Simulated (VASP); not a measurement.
# Te2Mo (P2_1/m) in VASP: further runs

Aim: see how the results for Te2Mo move with the level of theory and the settings. Levels: PBEsol, LDA. Tasks: relaxation of cell and atoms.

All numbers are computed with VASP 6.6.1; they aren't measurements. Logs are shortened: lines on timing, memory, paths and dates and some standing lists are left out, and cuts for length are marked.

## Step 1: The crystal as given

It takes space group P2_1/m (No. 11, monoclinic). The conventional cell has a = 6.312 Å, b = 3.445 Å, c = 13.197 Å, α = 90.00°, β = 93.94°, γ = 90.00°. Te (site symmetry m) has 3 Mo at 2.69 Å as nearest neighbours. Te (site symmetry m) has 3 Mo at 2.76 to 2.79 Å as nearest neighbours. Te (site symmetry m) is surrounded by 3 Mo at 2.68 to 2.69 Å. Around Te (site symmetry m) lie 3 Mo at 2.77 to 2.78 Å. Mo (site symmetry m) has 6 Te at 2.69 to 2.78 Å and 2 Mo at 2.87 Å as nearest neighbours. Mo (site symmetry m) is surrounded by 6 Te at 2.68 to 2.79 Å and 2 Mo at 2.87 Å.

## Step 2: Relaxation of cell and atoms, PBEsol, target pressure 1.5 GPa, at which the enthalpy is minimised

File INCAR:

```
SYSTEM = Te2Mo
PREC = Accurate
ENCUT = 600
EDIFF = 1E-7
ISMEAR = 0
SIGMA = 0.03
LREAL = .False.
LASPH = .True.
NELM = 80
ALGO = Normal
ISIF = 3
LWAVE = .False.
LCHARG = .False.
GGA = PS
IBRION = 2
NSW = 90
EDIFFG = -0.005
PSTRESS = 15.0
KPAR = 4
```

File KPOINTS:

```
Automatic mesh
0
Gamma
  4 8 2
  0 0 0
```

File POSCAR:

```
Te2Mo                                   
1.0
    6.3115951039      0.0000000000      0.0088671015
    0.0000000000      3.4446218841      0.0000000000
   -0.9252251288      0.0000000000     13.1643579189
  Te              Mo            
     8     4
Direct
     0.5574338571499630    0.7500000000000000    0.3448524309003399
     0.4425661428500372    0.2500000000000000    0.6551475690996599
     0.5873108375663921    0.2500000000000000    0.1062314688296859
     0.4126891624336079    0.7500000000000000    0.8937685311703141
     0.0949780931128682    0.7500000000000000    0.1555909741401643
     0.9050219068871317    0.2500000000000000    0.8444090258598357
     0.0541374521237243    0.2500000000000000    0.3934463350461077
     0.9458625478762757    0.7500000000000000    0.6065536649538924
     0.3197853266933073    0.7500000000000000    0.5063002124227081
     0.6802146733066928    0.2500000000000000    0.4936997875772917
     0.1826033798801528    0.2500000000000000    0.0077434625434134
     0.8173966201198472    0.7500000000000000    0.9922565374565865
```

Potentials or basis: VASP PAW PBE potentials, release 64 (Te, Mo_sv).

Command:

```bash
> cat potpaw_PBE.64/Te/POTCAR potpaw_PBE.64/Mo_sv/POTCAR > POTCAR
> mpirun -np 4 vasp_std > vasp.out
```

OUTCAR:

```text
SYSTEM = Te2Mo
   PREC = Accurate
   ENCUT = 600
   EDIFF = 1E-7
   ISMEAR = 0
   LREAL = .False.
   LASPH = .True.
   NELM = 80
   ISIF = 3
   GGA = PS
   IBRION = 2
   NSW = 90
   EDIFFG = -0.005
   PSTRESS = 15.0

 ion  position               nearest neighbor table
   1  0.557  0.750  0.345-  10 2.69  10 2.69   9 2.69   7 3.60   7 3.60   3 3.61   3 3.61
   2  0.443  0.250  0.655-   9 2.69   9 2.69  10 2.69   8 3.60   8 3.60   4 3.61   4 3.61
   3  0.587  0.250  0.106-  12 2.76  12 2.76  11 2.79   4 3.41   4 3.41   1 3.61   1 3.61   5 3.65
                             5 3.65   5 3.66   5 3.66
   4  0.413  0.750  0.894-  11 2.76  11 2.76  12 2.79   3 3.41   3 3.41   2 3.61   2 3.61   6 3.65
                             6 3.65   6 3.66   6 3.66
   5  0.095  0.750  0.156-  12 2.68  11 2.69  11 2.69   7 3.61   7 3.61   3 3.65   3 3.65   3 3.66
                             3 3.66
   6  0.905  0.250  0.844-  11 2.68  12 2.69  12 2.69   8 3.61   8 3.61   4 3.65   4 3.65   4 3.66
                             4 3.66
   7  0.054  0.250  0.393-   9 2.77   9 2.77  10 2.78   8 3.41   8 3.41   1 3.60   1 3.60   5 3.61
                             5 3.61
   8  0.946  0.750  0.607-  10 2.77  10 2.77   9 2.78   7 3.41   7 3.41   2 3.60   2 3.60   6 3.61
                             6 3.61
   9  0.320  0.750  0.506-   2 2.69   2 2.69   1 2.69   7 2.77   7 2.77   8 2.78  10 2.87  10 2.87

  10  0.680  0.250  0.494-   1 2.69   1 2.69   2 2.69   8 2.77   8 2.77   7 2.78   9 2.87   9 2.87

  11  0.183  0.250  0.008-   6 2.68   5 2.69   5 2.69   4 2.76   4 2.76   3 2.79  12 2.87  12 2.87

  12  0.817  0.750  0.992-   5 2.68   6 2.69   6 2.69   3 2.76   3 2.76   4 2.79  11 2.87  11 2.87

  LATTYP: Found a simple monoclinic cell.
 ALAT       =     6.3116013326
 B/A-ratio  =     0.5457603709
 C/A-ratio  =     2.0908848292
 COS(beta)  =    -0.0687081404

  Lattice vectors:

 A1 = (   6.3115951039,   0.0000000000,   0.0088671015)
 A2 = (   0.0000000000,   3.4446218841,   0.0000000000)
 A3 = (  -0.9252251288,   0.0000000000,  13.1643579189)

Analysis of symmetry for initial positions (statically):
=====================================================================
 Subroutine PRICEL returns:
 Original cell was already a primitive cell.

 Routine SETGRP: Setting up the symmetry group for a
 simple monoclinic supercell.

 Subroutine GETGRP returns: Found  4 space group operations
 (whereof  2 operations were pure point group operations)
 out of a pool of  4 trial point group operations.

The static configuration has the point symmetry S_2 .
 The point group associated with its full space group is C_2h.

Analysis of symmetry for dynamics (positions and initial velocities):
=====================================================================
 Subroutine PRICEL returns:
 Original cell was already a primitive cell.

 Routine SETGRP: Setting up the symmetry group for a
 simple monoclinic supercell.

 Subroutine GETGRP returns: Found  4 space group operations
 (whereof  2 operations were pure point group operations)
 out of a pool of  4 trial point group operations.

The dynamic configuration has the point symmetry S_2 .
 The point group associated with its full space group is C_2h.

 Subroutine INISYM returns: Found  4 space group operations
 (whereof  2 operations are pure point group operations),
 and found     1 'primitive' translations

----------------------------------------------------------------------------------------

                                     Primitive cell

  volume of cell :     286.2353

  direct lattice vectors                    reciprocal lattice vectors
     6.311595104  0.000000000  0.008867102     0.158422911  0.000000000  0.011134372
     0.000000000  3.444621884  0.000000000     0.000000000  0.290307626  0.000000000
    -0.925225129  0.000000000 13.164357919    -0.000106709  0.000000000  0.075955187

  length of vectors
     6.311601333  3.444621884 13.196831474     0.158813705  0.290307626  0.075955262

  position of ions in fractional coordinates (direct lattice)
     0.557433857  0.750000000  0.344852431
     0.442566143  0.250000000  0.655147569
     0.587310838  0.250000000  0.106231469
     0.412689162  0.750000000  0.893768531
[... 30 lines left out ...]
 generate k-points for:    4    8    2

 Generating k-lattice:

  Cartesian coordinates                     Fractional coordinates (reciprocal lattice)
     0.039605728  0.000000000  0.002783593     0.250000000  0.000000000 -0.000000000
     0.000000000  0.036288453  0.000000000     0.000000000  0.125000000  0.000000000
    -0.000053354  0.000000000  0.037977594     0.000000000  0.000000000  0.500000000

  Length of vectors
     0.039703426  0.036288453  0.037977631

  Shift w.r.t. Gamma in fractional coordinates (k-lattice)
     0.000000000  0.000000000  0.000000000

 Subroutine IBZKPT returns following result:
 ===========================================

 Found     30 irreducible k-points:

 Following reciprocal coordinates:
            Coordinates               Weight
  0.000000  0.000000  0.000000      1.000000
  0.250000  0.000000  0.000000      2.000000
  0.500000  0.000000  0.000000      1.000000
  0.000000  0.125000  0.000000      2.000000
  0.250000  0.125000  0.000000      4.000000
  0.500000  0.125000  0.000000      2.000000
[... 16 lines left out ...]
  0.250000  0.250000  0.500000      4.000000
  0.500000  0.250000  0.500000      2.000000
 [... further k-points ...]
   k-points           NKPTS =     30   k-points in BZ     NKDIM =     30   number of bands    NBANDS=     62
   number of dos      NEDOS =    301   number of ions     NIONS =     12
   total plane-waves  NPLWV = 151200
   dimension x,y,z NGX =    50 NGY =   28 NGZ =  108
   dimension x,y,z NGXF=   100 NGYF=   56 NGZF=  216
   ions per type =               8   4
   NGX,Y,Z   is equivalent  to a cutoff of  13.17, 13.51, 13.61 a.u.
   NGXF,Y,Z  is equivalent  to a cutoff of  26.34, 27.03, 27.21 a.u.
 SYSTEM =  Te2Mo
   PREC   = accura    normal or accurate (medium, high low for compatibility)
   ISTART =      0    job   : 0-new  1-cont  2-samecut
   ICHARG =      2    charge: 1-file 2-atom 10-const
   ISPIN  =      1    spin polarized calculation?
   LNONCOLLINEAR =      F non collinear calculations
   LSORBIT =      F    spin-orbit coupling
   LASPH  =      T    aspherical Exc in radial PAW
   ENCUT  =  600.0 eV  44.10 Ry    6.64 a.u.  12.61  6.88 26.36*2*pi/ulx,y,z
   NELM   =     80;   NELMIN=  2; NELMDL= -5     # of ELM steps
   EDIFF  = 0.1E-06   stopping-criterion for ELM
   LREAL  =      F    real-space projection
   EDIFFG = -.5E-02   stopping-criterion for IOM
   NSW    =     90    number of steps for IOM
   IBRION =      2    ionic relax: 0-MD 1-quasi-New 2-CG
   NFREE  =      1    steps in history (QN), initial steepest desc. (CG)
   ISIF   =      3    stress and relaxation
   ISYM   =      2    0-nonsym 1-usesym 2-fastsym
   POTIM  = 0.5000    time-step for ionic-motion
   TEBEG  =    0.0;   TEEND  =   0.0 temperature during run
   PSTRESS=   15.0 pullay stress
   NELECT =     104.0000    total number of electrons
   NUPDOWN=      -1.0000    fix difference up-down
   EMIN   =  10.00;   EMAX   =-10.00  energy-range for DOS
   EFERMI =   0.00;   METHOD = LEGACY
   ISMEAR =     0;   SIGMA  =   0.03  broadening in eV -4-tet -1-fermi 0-gaus
   EFERMI_NEDOS =   21; number of points for ismear=-14 and -15
   IALGO  =     38    algorithm
   IMIX   =      4    mixing-type and parameters
     AMIX     =   0.40;   BMIX     =  1.00
     AMIX_MAG =   1.60;   BMIX_MAG =  1.00
  volume/ion in A,a.u.               =      23.85       160.97
  Fermi-wavevector in a.u.,A,eV,Ry     =   1.168185  2.207549 18.567266  1.364656
  Thomas-Fermi vector in A             =   2.304675
   LORBIT       =      0    0 simple, 1 ext, 2 COOP (PROOUT), +10 PAW based schemes
   GGA     = PS    functional components
   LHFCALC =     F    Hartree Fock is set to
   AEXX    =    0.0000 exact exchange contribution
   IVDW    =     0    specifies the selected vdW correction
   LEPSILON=     F    determine dielectric tensor
   LRPA    =     F    only Hartree local field effects (RPA)
 conjugate gradient relaxation of ions
 non-spin polarized calculation
 Gauss-broadening in eV      SIGMA  =   0.03
  energy-cutoff  :      600.00
  volume of cell :      286.24
 maximum number of plane-waves:      9590
   NGX = 25   NGY = 13   NGZ = 53

--------------------------------------- Ionic step        1  -------------------------------------------

 number of electron     104.0000001 magnetization

 Free energy of the ion-electron system (eV)
  ---------------------------------------------------
  ext. energy  EPLUGINS =         0.00000000
  ---------------------------------------------------
  free energy    TOTEN  =       -78.52671489 eV

  energy without entropy =      -78.52529641  energy(sigma->0) =      -78.52600565

------------------------ aborting loop because EDIFF is reached ----------------------------------------

  FORCE on cell =-STRESS in cart. coord.  units (eV):
  Direction    XX          YY          ZZ          XY          YZ          ZX
  --------------------------------------------------------------------------------------
  -------------------------------------------------------------------------------------
  Total        2.6672926      2.6618261      2.6685246      0.0000000      0.0000000      0.0173489
  in kB       14.9299378     14.8993395     14.9368337      0.0000000      0.0000000      0.0971087
  external PRESSURE =      -0.0779630 kB  Pullay stress =      15.0000000 kB
[... 127 lines left out ...]
  energy  without entropy=      -78.5236040418  energy(sigma->0) =      -78.52432356

  enthalpy is  TOTEN    =       -75.8469428591 eV   P V=        2.6781002277

[... ionic steps 4 to 15 ...]

--------------------------------------- Ionic step       16  -------------------------------------------

 number of electron     104.0000001 magnetization

------------------------ aborting loop because EDIFF is reached ----------------------------------------
[... 91 lines left out ...]
--------------------------------------- Ionic step       18  -------------------------------------------

 number of electron     104.0000001 magnetization

 Free energy of the ion-electron system (eV)
  ---------------------------------------------------
  ext. energy  EPLUGINS =         0.00000000
  ---------------------------------------------------
  free energy    TOTEN  =       -78.52575225 eV

  energy without entropy =      -78.52424385  energy(sigma->0) =      -78.52499805

 E-fermi :   9.0049     XC(G=0): -10.8358

 val. band max:        8.9979608526   @ k =   0.0000   0.2500   0.5000
 cond. band min:       9.0327898736   @ k =   0.2500   0.2500   0.0000
 fundamental gap:      0.0348290211
 Fermi energy:         9.0049372376

 k-point     1 :       0.0000    0.0000    0.0000
  band No.  band energies     occupation
      1     -52.0314      2.00000
      2     -52.0006      2.00000
      3     -51.9655      2.00000
      4     -51.9362      2.00000
      5     -26.3458      2.00000
      6     -26.3147      2.00000
[... 1549 lines left out ...]
     61      10.9591      0.00000
     62      10.9911      0.00000

 [... further k-points ...]
[... 5 lines left out ...]
  --------------------------------------------------------------------------------------
  -------------------------------------------------------------------------------------
  Total        2.6718874      2.6716091      2.6825780      0.0000000      0.0000000      0.0066006
  in kB       14.9620725     14.9605142     15.0219375      0.0000000      0.0000000      0.0369623
  external PRESSURE =      -0.0184919 kB  Pullay stress =      15.0000000 kB
[... 31 lines left out ...]
  energy  without entropy=      -78.5242438507  energy(sigma->0) =      -78.52499805

  enthalpy is  TOTEN    =       -75.8470918230 eV   P V=        2.6786604234

 reached required accuracy - stopping structural energy minimisation
```

Run time: 28 min. Hardware: 4 MPI ranks of Intel Xeon Platinum 8488C (Sapphire Rapids), shared host; peak memory 0.75 GiB.

What came out:

```
Free energy                                            : -78.5258 eV
Relaxed volume                                         : 23.84 Å³/atom
Relaxed cell                                           : a = 6.311 Å, b = 3.445 Å, c = 13.187 Å, α = 90.00°, β = 93.69°, γ = 90.00°
Space group after relaxing (to 0.05 Å)                 : P2_1/m (No. 11)
Energy change on relaxing (the enthalpy is what falls) : +0.1 meV/atom
Ionic steps                                            : 18
Pressure after relaxing                                : 1.5 GPa
Largest force after relaxing                           : 0.004 eV/Å
Band gap on the k mesh                                 : none (metal or under the smearing width)
```

Forces on the atoms (eV/Å):
```
Te  -0.001  0.000  0.002
Te   0.001  0.000 -0.002
Te   0.000  0.000 -0.001
Te   0.000  0.000  0.001
Te  -0.001  0.000 -0.001
Te   0.001  0.000  0.001
Te   0.001  0.000  0.000
Te  -0.001  0.000  0.000
Mo  -0.004  0.000  0.001
Mo   0.004  0.000 -0.001
Mo   0.004  0.000 -0.001
Mo  -0.004  0.000  0.001
```

The path:
```csv
step,energy change (eV),largest force (eV/Å),pressure (GPa),volume (Å³)
1,0.0000,0.0078,1.49,286.24
2,0.0004,0.0064,1.50,286.19
3,0.0017,0.0055,1.53,286.05
4,0.0016,0.0046,1.52,286.06
5,0.0012,0.0080,1.49,286.10
6,0.0013,0.0069,1.50,286.09
7,0.0015,0.0065,1.50,286.06
8,0.0016,0.0070,1.51,286.06
9,0.0015,0.0057,1.50,286.07
10,0.0011,0.0059,1.48,286.11
11,0.0014,0.0058,1.49,286.08
12,0.0022,0.0074,1.53,285.98
13,0.0021,0.0069,1.53,286.00
14,0.0016,0.0069,1.51,286.04
15,0.0016,0.0076,1.50,286.05
16,0.0014,0.0062,1.50,286.06
17,0.0011,0.0060,1.50,286.10
18,0.0010,0.0042,1.50,286.11
```

Final structure:
```
Te Mo
1.0
     6.31070    0.00000    0.02299
     0.00000    3.44523    0.00000
    -0.89564    0.00000   13.15631
Te Mo
8 4
Direct
  0.55874 0.75000 0.34474
  0.44126 0.25000 0.65526
  0.58620 0.25000 0.10626
  0.41380 0.75000 0.89374
  0.09378 0.75000 0.15569
  0.90622 0.25000 0.84431
  0.05526 0.25000 0.39344
  0.94474 0.75000 0.60656
  0.31976 0.75000 0.50633
  0.68024 0.25000 0.49367
  0.18244 0.25000 0.00770
  0.81756 0.75000 0.99230
```

Levels at points of the mesh, in eV from the Fermi level:
| k point | band 48 | band 49 | band 50 | band 51 | band 52 | band 53 | band 54 | band 55 | band 56 | band 57 |
| --- | --- | --- | --- | --- | --- | --- | --- | --- | --- | --- |
| (0.00, 0.00, 0.00) | -0.52 | -0.40 | -0.27 | 0.08 | 0.35 | 0.41 | 0.66 | 0.76 | 0.93 | 0.93 |
| (0.50, 0.00, 0.00) | -1.06 | -1.00 | -0.96 | -0.50 | -0.45 | -0.18 | -0.16 | 0.79 | 0.81 | 1.42 |
| (0.00, 0.50, 0.00) | -1.90 | -1.71 | -1.71 | -1.44 | -1.44 | 0.90 | 0.90 | 1.13 | 1.13 | 1.17 |
| (0.50, 0.50, 0.00) | -1.98 | -1.20 | -1.20 | -1.10 | -1.10 | 0.93 | 0.93 | 1.03 | 1.03 | 1.66 |
| (0.00, 0.00, 0.50) | -0.73 | -0.14 | -0.13 | 0.14 | 0.26 | 0.37 | 0.48 | 0.81 | 0.89 | 1.40 |
| (0.50, 0.00, 0.50) | -1.04 | -1.00 | -0.97 | -0.61 | -0.30 | -0.09 | -0.06 | 0.73 | 0.85 | 1.27 |
| (0.00, 0.50, 0.50) | -1.91 | -1.68 | -1.68 | -1.56 | -1.56 | 0.85 | 0.85 | 1.13 | 1.13 | 1.22 |
| (0.50, 0.50, 0.50) | -1.97 | -1.20 | -1.20 | -1.09 | -1.09 | 0.97 | 0.97 | 0.98 | 0.98 | 1.58 |

Caveat: the cell is relaxed towards a set pressure, so the enthalpy falls and the energy may rise; the PAW data sets were made with another functional, which shifts forces and pressure a little. The run has no spin-orbit coupling, so splittings on Te are missing.

[end of part 1 of 2]
